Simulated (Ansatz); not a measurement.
# MoS2 in Ansatz: settings compared

One slab, MoS2, is run at these levels: PBEsol, r2SCAN; tasks: relaxation of cell and atoms.

Program: Ansatz 0.2.0. These are calculated values, not measurements. Logs are shortened: lines on timing, memory, paths and dates and some standing lists are left out, and cuts for length are marked.

### Step 1. The slab as given

The cell holds a slab with vacuum, 9 atoms: a = 3.184 Å, b = 3.184 Å, c = 28.387 Å, α = 90.00°, β = 90.00°, γ = 120.00°.

### Step 2. Relaxation of cell and atoms, PBEsol

input.yaml

```yaml
crystal:
  lattice:
    - [3.1840155185, 0.0, 0.0]
    - [-1.5920077592, 2.757438325, 0.0]
    - [0.0, 0.0, 28.3873198]
  atoms:
    - { symbol: Mo, position: [0.3333333333, 0.6666666667, 0.22816477] }
    - { symbol: Mo, position: [0.3333333333, 0.6666666667, 0.77183523] }
    - { symbol: Mo, position: [0.6666666667, 0.3333333333, 0.0] }
    - { symbol: S, position: [0.6666666667, 0.3333333333, 0.17349309] }
    - { symbol: S, position: [0.6666666667, 0.3333333333, 0.71718751] }
    - { symbol: S, position: [0.3333333333, 0.6666666667, 0.94533412] }
    - { symbol: S, position: [0.6666666667, 0.3333333333, 0.28281249] }
    - { symbol: S, position: [0.6666666667, 0.3333333333, 0.82650691] }
    - { symbol: S, position: [0.3333333333, 0.6666666667, 0.05466588] }
hamiltonian:
  xc: pbesol
  pseudopotentials: { kind: paw }
kpoints:
  mp_grid: { grid: [10, 10, 1] }
scf:
  occupations: { method: fermi_dirac, width: 0.05 }
output:
  forces: true
  stress: true
  eigenvalues: true
  write_density: true
  write_potential: true
  elf: true
  volumetric_format: npy
relax:
  f_tol: 0.01
  max_steps: 40
  cell: { stress_tol: 0.05 }
```

Potentials or basis: Ansatz PAW.

Launch:

```bash
ansatz run input.yaml --threads 4 --pin off --max-ram 11264MiB --backend cpu --events-out ev --progress --plain --runs-dir out
```

Standard output:

```text
Warning: RAYON_NUM_THREADS=4 ignored (pool sized by the plan → 4); use --threads N
Engine: ansatz 0.2.0, x86_64-unknown-linux-gnu
Pseudopotentials: kind: paw
Pseudopotential: Mo, paw, valence charge 14, recommended cutoff 420 eV (normal), Mo.paw.azcp
Pseudopotential: S, paw, valence charge 6, recommended cutoff 420 eV (normal), S.paw.azcp
Functional definition: PBEsol
  exchange = pbesol_x
  correlation = pbesol_c
Crystal: 9 atoms, lattice volume = 249.233 Å³
Basis set: ecut = 420 eV, 4895 PW (Γ), exchange–correlation on 48×48×384 points (8 copies of the dense FFT grid, shifted against one another)
Bands: 48, of which v1, the nominal top of the filled ones, is band 39 counted from 1 (38 counted from 0)
Symmetry: 12 space group operations
Space group: P-6m2 (ITA 187), of the structure as read, at distance tolerance 6.3e-5 Å
k-points: 14 of 100 (time reversal used)
Non-local potential: Mo, projectors of the file, l = 0: 3, l = 1: 2, l = 2: 2, l = 3: 1
Non-local potential: S, projectors of the file, l = 0: 2, l = 1: 2, l = 2: 2
PAW form: soft (Blöchl's): semilocal exchange-correlation on the pseudo side does not see the compensation charge
PAW frozen core: Mo, regenerated for the run's functional, and the local potential with it (the file was generated under x = pbe(κ = 0.804, μ = 0.2195149727645171), c = pbe(β = 0.06672455060314922))
PAW frozen core: S, regenerated for the run's functional, and the local potential with it (the file was generated under x = pbe(κ = 0.804, μ = 0.2195149727645171), c = pbe(β = 0.06672455060314922))
PAW one-centre angular grid: Mo, 590 points (default); XC on 64 Gauss nodes
PAW one-centre angular grid: S, 110 points (default); XC on 64 Gauss nodes
Initial density: superposition of atomic densities (neutral atoms: chi_scale 0, normalization atom), corrected by the library's trained network
Initial wavefunctions: pseudopotential atomic-orbital guess
Functional: x = pbesol(κ = 0.804, μ = 0.12345679012345678), c = pbesol(β = 0.046)
SCF iter   1: F=—  HF=-20010.420744 eV  |F-HF|=—  |Δ(HF+E_count)|=         —  Δρ=5.76e-3  dr2=1.32e-1  ethr=1.77e-3  ⟨swp⟩=9.2  Hψ=3193  notcnv=0
preconditioner: auto → Resta (q_TF=auto, 2.248 Å⁻¹)  ε∞=6.1  [insulator: Δε(μ)=1.193 eV  Ē_g=7.682 eV  σ=0.050 eV  W_gap=1.00  n_scr=20 (ndim 8)  ℏωp=17.3 eV  f_vac=0.330  D(μ)=0.00/eV (n_scr^D=0)  ε∞_Penn≈6.1  vacuum switching on, ρ_ref=4.3e-3 e/Å³]
SCF iter   2: F=—  HF=-20010.420360 eV  |F-HF|=—  |Δ(HF+E_count)|=   3.84e-4  Δρ=3.13e-3  dr2=1.98e-2  ethr=1.69e-4  ⟨swp⟩=2.2  Hψ=1109  notcnv=0  defer=13
SCF iter   3: F=—  HF=-20010.421856 eV  |F-HF|=—  |Δ(HF+E_count)|=   1.50e-3  Δρ=1.69e-3  dr2=4.21e-3  ethr=2.54e-5  ⟨swp⟩=2.2  Hψ=969  notcnv=0  defer=13
SCF iter   4: F=—  HF=-20010.423387 eV  |F-HF|=—  |Δ(HF+E_count)|=   1.53e-3  Δρ=7.52e-4  dr2=1.73e-3  ethr=5.39e-6  ⟨swp⟩=2.3  Hψ=983  notcnv=0  defer=13
SCF iter   5: F=—  HF=-20010.423590 eV  |F-HF|=—  |Δ(HF+E_count)|=   2.04e-4  Δρ=1.97e-4  dr2=8.99e-5  ethr=2.21e-6  ⟨swp⟩=2.4  Hψ=930  notcnv=0  defer=13
SCF iter   6: F=—  HF=-20010.423536 eV  |F-HF|=—  |Δ(HF+E_count)|=   5.48e-5  Δρ=3.71e-5  dr2=7.84e-6  ethr=1.15e-7  ⟨swp⟩=2.1  Hψ=1079  notcnv=0  defer=13
SCF iter   7: F=—  HF=-20010.423538 eV  |F-HF|=—  |Δ(HF+E_count)|=   2.44e-6  Δρ=1.18e-5  dr2=1.50e-6  ethr=1.01e-8  ⟨swp⟩=2.0  Hψ=967  notcnv=0  defer=13
SCF iter   8: F=—  HF=-20010.423538 eV  |F-HF|=—  |Δ(HF+E_count)|=   4.64e-7  Δρ=1.45e-5  dr2=1.27e-6  ethr=1.92e-9  ⟨swp⟩=2.0  Hψ=993  notcnv=0  defer=13
SCF iter   9: F=-20010.423538 eV  HF=-20010.423538 eV  |F-HF|=1.58e-8  |Δ(HF+E_count)|=   1.67e-7  Δρ=4.11e-6  dr2=7.15e-8  ethr=1.28e-10  ⟨swp⟩=13.8  Hψ=5913  notcnv=0
SCF 1 converged in 9 iterations: F = -20010.423538 eV  dr2 = 7.15e-8
relax step   1: F+E_penalty+E_count = -20010.42353829 eV  Δ(F+E_penalty+E_count) = +0.000e0 eV  max|allowed force component| = 1.499e-1 eV/Å  Δτ_max = 0.0000 Å  P = -2.129 GPa  Ω = 249.233 Å³  (9 SCF iters, dr2 threshold 1.00e-7 eV, accepted)
Crystal: 9 atoms, lattice volume = 232.425 Å³
Basis set: ecut = 420 eV, 4499 PW (Γ), exchange–correlation on 48×48×384 points (8 copies of the dense FFT grid, shifted against one another)
Initial density: handed on by an earlier stage of this run
Initial wavefunctions: those handed on with the density
iter 1 solved again at ethr=2.03e-4 eV; its pass at ethr=3.10e-3 eV (dr2=1.58e-1 eV) is discarded
SCF iter   1: F=—  HF=-20010.423196 eV  |F-HF|=—  |Δ(HF+E_count)|=         —  Δρ=8.53e-3  dr2=1.62e-1  ethr=2.03e-4  ⟨swp⟩=2.4  Hψ=3897  notcnv=0
preconditioner: auto → Resta (q_TF=auto, 2.274 Å⁻¹)  ε∞=6.1  [insulator: Δε(μ)=1.332 eV  Ē_g=7.941 eV  σ=0.050 eV  W_gap=1.00  n_scr=20 (ndim 8)  ℏωp=17.9 eV  f_vac=0.326  D(μ)=0.00/eV (n_scr^D=0)  ε∞_Penn≈6.1  vacuum switching on, ρ_ref=4.6e-3 e/Å³]
[... 67 lines left out ...]
basis re-selected at this cell: Δ(F+E_penalty+E_count) = +4.989e-4 eV, ΔP = +0.000 GPa vs the last step (what re-selecting the basis moved, of the pressure what is left beyond the Pulay correction that the steps carried, after the strain that the cell walked since its last selection, with what the two solves' SCF thresholds leave and, on support functions, any second-order correction that the steps lacked; it is no measure of the basis error at this ecutwfc). This SCF's stress stands 2.63e-2 GPa from its target on what of the cell is left free (relax.cell.stress_tol is 5.00e-2 GPa) and its largest allowed force component is 2.25e-3 eV/Å (relax.f_tol is 1.00e-2 eV/Å): within both
WARN: The output density's exchange-correlation potential varies sharply where the density is thin. Do not read a vacuum level from v_tot or v_xc, or from such a field of the output density. On a cell that repeats whose density bears no net charge and no dipole along the vacuum's axis use v_es (v_loc + v_h of the components); under efield.dipole_correction with no amplitude use v_es + v_field, which holds any external_charges[].barrier, or the levels of the report's work_function block, which leave it out; under a non-zero efield.amplitude the vacuum is tilted and has no level; on a cell that repeats and bears such a dipole with no correction it is tilted too, and efield.dipole_correction with no amplitude gives each side of its ramp a level where efield: is served; in a cell that repeats whose density bears a net charge (total_charge, or a fill off its count) it is curved and has none; of a slab under crystal.periodic whose density bears no net charge use v_es, which has a level on each side, short of where the two are joined; of another it falls or rises all the way out and has none; of a slab beside external_charges read slab_vacuum_level instead, which it has where they leave it neutral. The grid or the basis barely resolves most such structure, and the values can differ between equally converged runs; as a rule a tighter scf.convergence.dr2_threshold does not remove it. Where the density itself ripples (under the LDA too) a higher basis.ecutwfc lessens it. The files hold the spikes' plane waves up to the density's cutoff. Files: v_tot_of_output_density and the like, and their columns of v_z.tsv (output.write_potential); v_xc_of_output_density and the like, and their columns of v_comp_z.tsv (output.write_potential_components). Measured: with its Gaussian average of σ = 0.25 Å subtracted twice, the exchange-correlation potential is over 0.1 eV at 149 of the grid points where the equally averaged density (valence and model cores) is under 1e-3 e/Å³, and 0.382 eV at the most among them, at an averaged density of 6.8e-8 e/Å³. The input density's (outcome.potential() and, of a run that writes arrays, v_tot and v_xc) is over 0.1 eV, so measured, at 220 points of its own thin density, 0.440 eV at the most. See output.write_potential in the manual, Limitations
SCF converged after 7 iterations
Free energy (F): -20010.483420 eV
Harris-Foulkes:  -20010.483420 eV  (|F-HF|=3.64e-11)
Internal energy: -20010.483420 eV  (E = F + TS)
E sigma→0 (E₀):  -20010.483420 eV
Entropy (-TS):   -0.000000 eV (-0.000 meV/atom)
Fermi energy:    5.886500 eV
--- Per-component energies (eV) ---
  E_band       = -888.281863
  E_kinetic    = 1970.033648
  E_local      = -42735.656524  (includes V_loc(G=0)·N_el)
  E_nonlocal   = 604.266197
  E_hartree    = 20475.712321
  E_xc         = -1127.361229
  E_vxc        = -1214.123335  (∫ρ·V_xc dr)
  E_paw        = -12935.756046  (= ΣΔE_a)
  E_vpaw       = -464.227162  (= ΣTr[D̂ρ^β])
  E_aug_tail   = 0.000093  (compensation charges beyond the density's cutoff)
  E_ewald      = 13737.278526
  E_core_change = 0.999594  (= ΣΔE_core)
  E_smearing   = -0.000000  (= −TS)
  E_closure    = -0.000000  (closes the sum)
  Σ components = -20010.483420   (vs F -20010.483420, Δ=0.00e0)
--- Forces (eV/Å), atoms counted from 1 ---
  atom   1  Mo     0.00000000     0.00000000     0.00052746
  atom   2  Mo     0.00000000     0.00000000    -0.00052746
  atom   3  Mo    -0.00000000     0.00000000    -0.00000000
  atom   4  S      0.00000000     0.00000000    -0.00224654
  atom   5  S      0.00000000     0.00000000    -0.00188969
  atom   6  S     -0.00000000    -0.00000000    -0.00043763
  atom   7  S      0.00000000     0.00000000     0.00188969
  atom   8  S     -0.00000000     0.00000000     0.00224654
  atom   9  S      0.00000000    -0.00000000     0.00043763
  max |Σ_I F_I| component: 9.25e-17 eV/Å
--- Stress (GPa, compression-positive) ---
        0.026322       0.000000       0.000000
        0.000000       0.026322      -0.000000
        0.000000      -0.000000       0.011024
  P = ⅓ Tr σ = 0.0212 GPa (0.212 kbar)
--- Band table (eV; the first three rows and the last of 14) ---
  k-point 0: bands = ["-55.8700", "-55.8685", "-55.8685", "-30.0770", "-30.0756", "-30.0756", "-29.8117", "-29.8117", "-29.8101", "-29.8101", "-29.8101", "-29.8101", "-9.4832", "-9.4076", "-9.3348", "-8.1671", "-8.0343", "-7.9200", "-1.2859", "-0.9833", "-0.6660", "2.2111", "2.2111", "2.2148", "2.2148", "2.2172", "2.2172", "2.2938", "2.9198", "3.3607", "3.3607", "3.3732", "3.3732", "3.3834", "3.3834", "3.6628", "4.4937", "4.9974", "5.3221", "7.7111", "7.7111", "7.7220", "7.7220", "7.7287", "7.7287", "7.9505", "7.9505", "8.0013"]
  k-point 1: bands = ["-55.8657", "-55.8642", "-55.8642", "-30.0686", "-30.0672", "-30.0672", "-29.8543", "-29.8527", "-29.8527", "-29.8213", "-29.8197", "-29.8197", "-9.3256", "-9.2507", "-9.1783", "-8.0970", "-7.9696", "-7.8608", "-1.1111", "-0.8122", "-0.4948", "1.8719", "1.8735", "1.8849", "1.9498", "2.3711", "2.3729", "2.3787", "2.3831", "2.6708", "3.1171", "3.1314", "3.1433", "3.5237", "3.6763", "4.0484", "4.4849", "4.8928", "5.1104", "7.5276", "7.5376", "7.5569", "7.5665", "7.6419", "7.7068", "7.7599", "7.8149", "7.8707"]
  k-point 2: bands = ["-55.8544", "-55.8528", "-55.8528", "-30.0464", "-30.0451", "-30.0451", "-29.9645", "-29.9628", "-29.9628", "-29.8464", "-29.8448", "-29.8448", "-8.8866", "-8.8148", "-8.7448", "-7.9019", "-7.7906", "-7.6977", "-0.7083", "-0.4384", "-0.1462", "1.1660", "1.1702", "1.2384", "1.3313", "1.6010", "1.7777", "2.5931", "2.6101", "2.6254", "2.8077", "2.8204", "2.8301", "3.4438", "3.6488", "3.9552", "4.2625", "4.4033", "4.4521", "6.9079", "7.1039", "7.3507", "7.3958", "7.4602", "7.5189", "7.5298", "7.7231", "7.8360"]
  k-point 13: bands = ["-55.8198", "-55.8182", "-55.8182", "-30.1558", "-30.1542", "-30.1542", "-30.0602", "-30.0585", "-30.0585", "-29.9786", "-29.9772", "-29.9772", "-7.1495", "-7.1343", "-7.1170", "-7.0945", "-7.0786", "-7.0718", "-0.7286", "-0.6845", "-0.6429", "-0.2137", "-0.1535", "-0.1217", "0.8765", "0.9015", "0.9071", "1.2218", "1.2422", "1.3870", "1.6467", "1.8538", "1.9004", "2.6880", "2.7641", "2.8978", "4.6549", "4.7061", "4.7536", "6.7482", "6.7771", "6.8006", "7.5792", "7.8814", "8.1945", "8.2927", "8.4001", "8.4415"]
--- Relaxed structure (5 steps of the walk, 4 accepted, 1 SCFs on fresh bases) ---
  F+E_penalty+E_count = -20010.48342047 eV   max|allowed force component| = 2.247e-3 eV/Å   (the final SCF, on the basis selected at the relaxed cell)
  cell:  # Å, volume = 239.3137 Å³
    - [3.1407400637802616, -2.8475139111551846e-11, 2.5984594016978197e-34]
    - [-1.5703700318654705, 2.7199606819315023, 9.511021517647202e-35]
    - [2.3166752045102902e-33, 2.3166752045102902e-33, 28.013864961658346]
  atoms:
    - { symbol: Mo, position: [0.33333333333333337, 0.6666666666666667, 0.22444484038517942] }
    - { symbol: Mo, position: [0.33333333333333337, 0.6666666666666667, 0.7755551596148208] }
    - { symbol: Mo, position: [0.6666666666666667, 0.33333333333333337, -5.092424740455207e-21] }
    - { symbol: S, position: [0.6666666666666667, 0.33333333333333337, 0.16877998062658997] }
    - { symbol: S, position: [0.6666666666666667, 0.33333333333333337, 0.7199403879171914] }
    - { symbol: S, position: [0.33333333333333337, 0.6666666666666667, 0.9443398192748077] }
    - { symbol: S, position: [0.6666666666666667, 0.33333333333333337, 0.280059612082809] }
    - { symbol: S, position: [0.6666666666666667, 0.33333333333333337, 0.8312200193734103] }
    - { symbol: S, position: [0.33333333333333337, 0.6666666666666667, 0.055660180725192764] }
```

Wall time 13 s (4 threads of AMD EPYC 9R45 (Zen 5), shared host); peak memory 0.7 GiB.

Results:

```yaml
Free_energy: -20010.4834 eV
Relaxed_volume: 26.59 Å³/atom
Relaxed_cell: a = 3.141 Å, b = 3.141 Å, c = 28.014 Å, α = 90.00°, β = 90.00°, γ = 120.00°
Space_group_after_relaxing_to_0.05_Å: P-6m2 (No. 187)
Energy_gained_by_relaxing: 6.7 meV/atom
Ionic_steps: 5
Band_gap_on_the_k_mesh: 1.24 eV, indirect (least direct gap 1.99 eV)
```

Forces on the atoms (eV/Å):
```
Mo   0.000  0.000  0.001
Mo   0.000  0.000 -0.001
Mo   0.000  0.000  0.000
S    0.000  0.000 -0.002
S    0.000  0.000 -0.002
S    0.000  0.000  0.000
S    0.000  0.000  0.002
S    0.000  0.000  0.002
S    0.000  0.000  0.000
```

The path:
```tsv
step	energy change (eV)	largest force (eV/Å)	volume (Å³)
1	0.0000	0.1499	249.23
2	-0.0577	0.0733	241.34
3	-0.0602	0.0147	239.60
4	-0.0604	0.0022	239.31
5	-0.0599	0.0022	239.31
```

Final structure:
```
CELL_PARAMETERS angstrom
3.14074 0.00000 0.00000
-1.57037 2.71996 0.00000
0.00000 0.00000 28.01386
ATOMIC_POSITIONS crystal
Mo 0.33333 0.66667 0.22444
Mo 0.33333 0.66667 0.77556
Mo 0.66667 0.33333 0.00000
S 0.66667 0.33333 0.16878
S 0.66667 0.33333 0.71994
S 0.33333 0.66667 0.94434
S 0.66667 0.33333 0.28006
S 0.66667 0.33333 0.83122
S 0.33333 0.66667 0.05566
```

Levels at points of the mesh, in eV from the valence-band top:
| k point | band 35 | band 36 | band 37 | band 38 | band 39 | band 40 | band 41 | band 42 | band 43 | band 44 |
| --- | --- | --- | --- | --- | --- | --- | --- | --- | --- | --- |
| (0.00, 0.00, 0.00) | -1.94 | -1.66 | -0.83 | -0.32 | 0.00 | 2.39 | 2.39 | 2.40 | 2.40 | 2.41 |
| (0.00, -0.50, 0.00) | -1.37 | -1.32 | -1.19 | -1.15 | -1.13 | 1.90 | 1.91 | 1.93 | 2.33 | 2.42 |

Caveat: the plane-wave basis is chosen anew once the cell has moved, so the energies of steps on either side of that aren't comparable; the PAW data sets come from PBE, with cores solved anew for the run's functional, which leaves a small shift of forces and pressure.

### Step 3. Relaxation of cell and atoms, r2SCAN

Edit input.yaml of step 2 so:

```diff
@@ -16,3 +16,3 @@
 hamiltonian:
-  xc: pbesol
+  xc: r2scan
   pseudopotentials: { kind: paw }
@@ -26,6 +26,2 @@
   eigenvalues: true
-  write_density: true
-  write_potential: true
-  elf: true
-  volumetric_format: npy
 relax:
```

Potentials or basis: Ansatz PAW.

Launch:

```bash
ansatz run input.yaml --threads 4 --pin off --max-ram 11264MiB --backend cpu --events-out ev --progress --plain --runs-dir out
```

Run time: 16 s. Hardware: 4 threads of AMD EPYC 9R45 (Zen 5), shared host; peak memory 1.1 GiB.

It converged, with:

| Quantity | Value |
| --- | --- |
| Free energy | -20346.4453 eV |
| Relaxed volume | 27.73 Å³/atom |
| Relaxed cell | a = 3.184 Å, b = 3.184 Å, c = 28.419 Å, α = 90.00°, β = 90.00°, γ = 120.00° |
| Space group after relaxing (to 0.05 Å) | P-6m2 (No. 187) |
| Energy gained by relaxing | 0.0 meV/atom |
| Ionic steps | 4 |
| Band gap on the k mesh | 1.39 eV, indirect (least direct gap 1.99 eV) |

Final structure:
```
Mo S
1.0
     3.18429    0.00000    0.00000
    -1.59215    2.75768    0.00000
     0.00000    0.00000   28.41899
Mo S
3 6
Direct
  0.33333 0.66667 0.22857
  0.33333 0.66667 0.77143
  0.66667 0.33333 0.00000
  0.66667 0.33333 0.17393
  0.66667 0.33333 0.71682
  0.33333 0.66667 0.94536
  0.66667 0.33333 0.28318
  0.66667 0.33333 0.82607
  0.33333 0.66667 0.05464
```

Levels at points of the mesh, in eV from the valence-band top:
| k point | band 35 | band 36 | band 37 | band 38 | band 39 | band 40 | band 41 | band 42 | band 43 | band 44 |
| --- | --- | --- | --- | --- | --- | --- | --- | --- | --- | --- |
| (0.00, 0.00, 0.00) | -2.12 | -1.76 | -0.64 | -0.28 | 0.00 | 2.46 | 2.46 | 2.47 | 2.47 | 2.47 |
| (0.00, -0.50, 0.00) | -1.59 | -1.56 | -1.15 | -1.12 | -1.10 | 1.88 | 1.89 | 1.90 | 2.36 | 2.42 |

Caveat: the plane-wave basis is chosen anew once the cell has moved, so the energies of steps on either side of that aren't comparable; the PAW data sets come from PBE, with cores solved anew for the run's functional, which leaves a small shift of forces and pressure.
